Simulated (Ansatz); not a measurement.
Ansatz input

```yaml
crystal:
  lattice:
    - [0.0, 2.2693289483, 2.2693289483]
    - [2.2693289483, 0.0, 2.2693289483]
    - [2.2693289483, 2.2693289483, 0.0]
  atoms:
    - { symbol: Hg, position: [0.0, 0.0, 0.0] }
hamiltonian:
  xc: pbesol
  pseudopotentials:
    kind: paw
    azcp:
      Hg: "pseudopotentials/Hg.paw.azcp"
basis:
  ecutwfc: 420
  fft_grid_basis: typed
kpoints:
  mp_grid: { grid: [20, 20, 20], shift: [0, 0, 0] }
magnetization:
  spin_polarized: false
scf:
  occupations: { method: fermi_dirac, width: 0.1 }
```

Terminal output

```
Warning: the record states the generating functional pbe (its physics header spells it `PBE`), which answers neither for hamiltonian.xc's functional nor for the pbesol family's — results may be inconsistent (PPs are generated against a specific XC)
Engine: ansatz 0.2.0, x86_64-unknown-linux-gnu
Pseudopotentials: kind: paw
Pseudopotential: Hg, paw, valence charge 20, recommended cutoff 420 eV (normal) 
Functional definition: PBEsol
  exchange = pbesol_x
  correlation = pbesol_c
Crystal: 1 atoms, lattice volume = 23.373 Å³
Basis set: ecut = 420 eV, 459 PW (Γ)
Bands: 14, of which v1, the nominal top of the filled ones, is band 10 counted from 1 (9 counted from 0)
Symmetry: 48 space group operations
Space group: Fm-3m (ITA 225), of the structure as read, at distance tolerance 2.9e-5 Å
k-points: 256 of 8000
Non-local potential: Hg, projectors of the file, l = 0: 3, l = 1: 2, l = 2: 2, l = 3: 1
PAW form: soft (Blöchl's): semilocal exchange-correlation on the pseudo side does not see the compensation charge
PAW frozen core: Hg, regenerated for the run's functional, and the local potential with it (the file was generated under x = pbe(κ = 0.804, μ = 0.2195149727645171), c = pbe(β = 0.06672455060314922))
PAW one-centre angular grid: Hg, 590 points (default); XC on 64 Gauss nodes
Initial density: superposition of atomic densities (neutral atoms: chi_scale 0, normalization atom), corrected by the library's trained network
Initial wavefunctions: pseudopotential atomic-orbital guess
Functional: x = pbesol(κ = 0.804, μ = 0.12345679012345678), c = pbesol(β = 0.046)
SCF iter   1: F=—  HF=-13667.999713 eV  |F-HF|=—  |Δ(HF+E_count)|=         —  Δρ=3.65e-3  dr2=3.05e-3  ethr=1.77e-3  ⟨swp⟩=4.9  Hψ=18271  notcnv=0
SCF iter   2: F=—  HF=-13667.999148 eV  |F-HF|=—  |Δ(HF+E_count)|=   5.65e-4  Δρ=1.57e-3  dr2=5.18e-4  ethr=1.53e-5  ⟨swp⟩=2.5  Hψ=7047  notcnv=0
SCF iter   3: F=—  HF=-13667.998983 eV  |F-HF|=—  |Δ(HF+E_count)|=   1.65e-4  Δρ=2.97e-4  dr2=7.73e-6  ethr=2.59e-6  ⟨swp⟩=2.0  Hψ=4960  notcnv=0
SCF iter   4: F=—  HF=-13667.998987 eV  |F-HF|=—  |Δ(HF+E_count)|=   3.50e-6  Δρ=4.51e-5  dr2=3.38e-7  ethr=3.87e-8  ⟨swp⟩=2.0  Hψ=4985  notcnv=0
iter 5 did not close the SCF: its close was put off for the readings that it lacked (scf_convergence_deferred on its scf_iter line)
SCF iter   5: F=-13667.998987 eV  HF=-13667.998987 eV  |F-HF|=6.21e-9  |Δ(HF+E_count)|=   3.06e-8  Δρ=6.11e-6  dr2=7.84e-9  ethr=1.69e-9  ⟨swp⟩=2.4  Hψ=5823  notcnv=0
SCF iter   6: F=-13667.998987 eV  HF=-13667.998987 eV  |F-HF|=3.64e-11  |Δ(HF+E_count)|=   2.71e-9  Δρ=4.31e-7  dr2=4.28e-11  ethr=3.92e-11  ⟨swp⟩=1.0  Hψ=10130  notcnv=0
SCF 1 converged in 6 iterations: F = -13667.998987 eV  dr2 = 4.28e-11
SCF converged after 6 iterations
Free energy (F): -13667.998987 eV
Harris-Foulkes:  -13667.998987 eV  (|F-HF|=3.64e-11)
Internal energy: -13667.988162 eV  (E = F + TS)
E sigma→0 (E₀):  -13667.993574 eV
Entropy (-TS):   -0.010825 eV (-10.825 meV/atom)
Fermi energy:    14.752546 eV
--- Per-component energies (eV) ---
  E_band       = -385.961984
  E_kinetic    = 604.466208
  E_local      = -2479.246390  (includes V_loc(G=0)·N_el)
  E_nonlocal   = 76.180761
  E_hartree    = 1059.692122
  E_xc         = -219.135065
  E_vxc        = -261.923971  (∫ρ·V_xc dr)
  E_paw        = -9801.028178  (= ΣΔE_a)
  E_vpaw       = -444.824171  (= ΣTr[D̂ρ^β])
  E_aug_tail   = 0.000910  (compensation charges beyond the density's cutoff)
  E_ewald      = -2909.247180
  E_core_change = 0.328651  (= ΣΔE_core)
  E_smearing   = -0.010825  (= −TS)
  E_closure    = 0.000000  (closes the sum)
  Σ components = -13667.998987   (vs F -13667.998987, Δ=0.00e0)
```

Launched by

```sh
ansatz run input.yaml --threads 2 --pin off --max-ram 5120MiB --backend cpu --events-out ev --progress --plain --runs-dir out
```

On 2 threads of Intel(R) Xeon(R) Platinum 8488C (Sapphire Rapids) (shared host) this took about 2.3 s of wall time and 3.8 s of CPU time.
